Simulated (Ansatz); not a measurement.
**CdSe: stress in a strained cell**

Aim: deform CdSe (equal xx and yy strain of +1 %) and compute stress, forces and field gradients with LAPW, PAW and all-electron datasets made for the crystal.

Method: DFT LDA, scalar-relativistic, in Ansatz 0.2.0.

### Step 1. The system as given

Symmetry: F-43m, No. 216, cubic system. Conventional cell: a = 6.141 Å, b = 6.141 Å, c = 6.141 Å, α = 90.00°, β = 90.00°, γ = 90.00°. Around Cd (site symmetry -43m) lie 4 Se at 2.66 Å. Se (site symmetry -43m) has 4 Cd at 2.66 Å as nearest neighbours.

Coordinates:

```xyz
2
Lattice="0.0000 3.0703 3.0703 3.0703 0.0000 3.0703 3.0703 3.0703 0.0000" Properties=species:S:1:pos:R:3 pbc="T T T"
Cd    0.0000    0.0000    0.0000
Se    1.5351    1.5351    1.5351
```

Atoms are numbered in the order of the input: Cd1, Se2.

### Step 2. The deformed structure

Space group F-43m before, I-4m2 after.

### Step 3. All-electron LAPW

input.yaml reads:

```yaml
crystal:
  lattice:
    - [0.0, 3.1009739106, 3.0702711986]
    - [3.1009739106, 0.0, 3.0702711986]
    - [3.1009739106, 3.1009739106, 0.0]
  atoms:
    - { symbol: Cd, position: [0.0, 0.0, 0.0] }
    - { symbol: Se, position: [0.25, 0.25, 0.25] }
kpoints:
  mp_grid: { grid: [8, 8, 8] }
  band_path:
    path:
      - [0.0, 0.0, 0.0]
      - [0.0, 0.5, 0.5]
      - [0.25, 0.75, 0.5]
      - [0.0, 0.5, 0.0]
      - [0.0, 0.0, 0.0]
      - [0.5, 0.5, 0.0]
      - [0.3775125, 0.6224875, 0.0]
      - [-0.3775125, 0.3775125, 0.0]
      - [0.0, 0.0, 0.0]
    npoints: 5
scf:
  occupations: { method: fermi_dirac, width: 0.03 }
hamiltonian:
  xc: lda
  pseudopotentials: { kind: all_electron, lapw: { basis_error: 0.001 } }
output:
  forces: true
  stress: true
  eigenvalues: true
```

Run with:

```bash
$ ansatz run input.yaml --threads 1 --pin off --max-ram 3072MiB --backend cpu --events-out ev --progress --plain --runs-dir out
```

### Step 4. Frozen-core PAW

input.yaml reads:

```yaml
crystal:
  lattice:
    - [0.0, 3.1009739106, 3.0702711986]
    - [3.1009739106, 0.0, 3.0702711986]
    - [3.1009739106, 3.1009739106, 0.0]
  atoms:
    - { symbol: Cd, position: [0.0, 0.0, 0.0] }
    - { symbol: Se, position: [0.25, 0.25, 0.25] }
kpoints:
  mp_grid: { grid: [8, 8, 8] }
scf:
  occupations: { method: fermi_dirac, width: 0.03 }
hamiltonian:
  xc: lda
  pseudopotentials: { kind: paw }
output:
  forces: true
  stress: true
  eigenvalues: true
  efg: { contact_densities: true }
```

### Step 5. Datasets made for this crystal

input.yaml: that of step 4 with these lines changed.

```diff
@@ -14,3 +14,3 @@
   xc: lda
-  pseudopotentials: { kind: paw }
+  pseudopotentials: { kind: all_electron, datasets: crystal }
 output:
```

(Steps that only read results are left out.)

What does the calculation give? Wanted: pressure; largest shear or deviatoric stress.

The runs gave:

| quantity | value |
| --- | --- |
| pressure | LAPW -4.05, PAW -4.06, crystal datasets -4.05 GPa |
| largest shear or deviatoric stress (LAPW) | 0.15 GPa |

The largest part of the stress beyond the pressure is 0.15 GPa in size, in the zz component; the atoms are carried along and not relaxed. No run of the undeformed cell stands beside it, so the pressure holds what the given cell had before the change. PAW: stress within 0.01 GPa of LAPW. Crystal datasets: stress within 0.01 GPa of LAPW.
